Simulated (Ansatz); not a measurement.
# Ru (Ruthenium): the cost of one run

Computed with Ansatz 0.2.0 (DFT LDA, scalar-relativistic, plane waves, PAW, unless a step's input says otherwise).

2 further runs of the same task are left out: 2 set aside as unsound or not needed.

## (1) The starting structure

It takes space group P6_3/mmc (No. 194, hexagonal). Conventional cell: a = 2.674 Å, b = 2.674 Å, c = 4.226 Å, α = 90.00°, β = 90.00°, γ = 120.00°. Ru (site symmetry -6m2) is surrounded by 12 Ru at 2.62 to 2.67 Å.

Coordinates:

```xyz
2
Lattice="2.6739 0.0000 0.0000 -1.3369 2.3157 0.0000 0.0000 0.0000 4.2264" Properties=species:S:1:pos:R:3 pbc="T T T"
Ru    0.0000    1.5438    1.0566
Ru    1.3369    0.7719    3.1698
```

It is the result of an earlier relaxation at this level (volume 13.08 Å³/atom; gap on the mesh: none (metal)).

## (2) Cutting the slab

Miller indices refer to the conventional cell of the relaxed bulk, P6_3/mmc (No. 194): a = 2.674 Å, b = 2.674 Å, c = 4.226 Å, α = 90.00°, β = 90.00°, γ = 120.00°.

A (111) slab, 6.4 Å thick as cut, with 17 Å of vacuum; its outer planes are Ru (top) and Ru (bottom).

The slab as cut. Its planes from the bottom up:

```tsv
plane	atoms per cell	height over the lowest (Å)
1	Ru	0.00
2	Ru	0.64
3	Ru	1.27
4	Ru	1.91
5	Ru	2.55
6	Ru	3.19
7	Ru	3.82
8	Ru	4.46
9	Ru	5.10
10	Ru	5.74
11	Ru	6.37
```

## (3) The clean surface, relaxed

The input, input.yaml:

```yaml
crystal:
  lattice:
    - [4.631305694, 0.0, 0.0]
    - [-2.315652847, 4.432839529, 0.0]
    - [0.0, 0.0, 23.3734380214]
  atoms:
    - { symbol: Ru, position: [0.2348152034, 0.1362970734, 0.3636606644] }
    - { symbol: Ru, position: [0.1287412847, 0.5908159028, 0.3909285315] }
    - { symbol: Ru, position: [0.6893340327, 0.0453347321, 0.4181963986] }
    - { symbol: Ru, position: [0.5832601141, 0.4998535615, 0.4454642658] }
    - { symbol: Ru, position: [0.1438528621, 0.9543723908, 0.4727321329] }
    - { symbol: Ru, position: [0.0377789434, 0.4088912202, 0.5] }
    - { symbol: Ru, position: [0.5983716915, 0.8634100496, 0.5272678671] }
    - { symbol: Ru, position: [0.4922977728, 0.3179288789, 0.5545357342] }
    - { symbol: Ru, position: [0.0528905208, 0.7724477083, 0.5818036014] }
    - { symbol: Ru, position: [0.9468166022, 0.2269665377, 0.6090714685] }
    - { symbol: Ru, position: [0.5074093502, 0.681485367, 0.6363393356] }
basis:
  ecutwfc: 420
kpoints:
  mp_grid: { grid: [7, 7, 1] }
hamiltonian:
  xc: lda
scf:
  occupations: { method: gaussian, width: 0.1 }
output:
  forces: true
  eigenvalues: true
  write_density: true
  write_potential: true
  elf: true
  volumetric_format: npy
relax:
  adjacent_minimum: "off"
  f_tol: 0.03
  max_steps: 70
  constraints: [{ sites: [0, 1, 2, 3, 4] }]
efield:
  axis: 3
  dipole_correction: true
```

On the command line:

```bash
$ ansatz run input.yaml --threads 2 --pin off --max-ram 5120MiB --backend cpu --events-out ev --progress --plain --runs-dir out
```

What time and memory should one allow on 2 threads of Intel Xeon at 2.70GHz, shared host?

About 6.4 min, with a peak of 1.4 GiB.
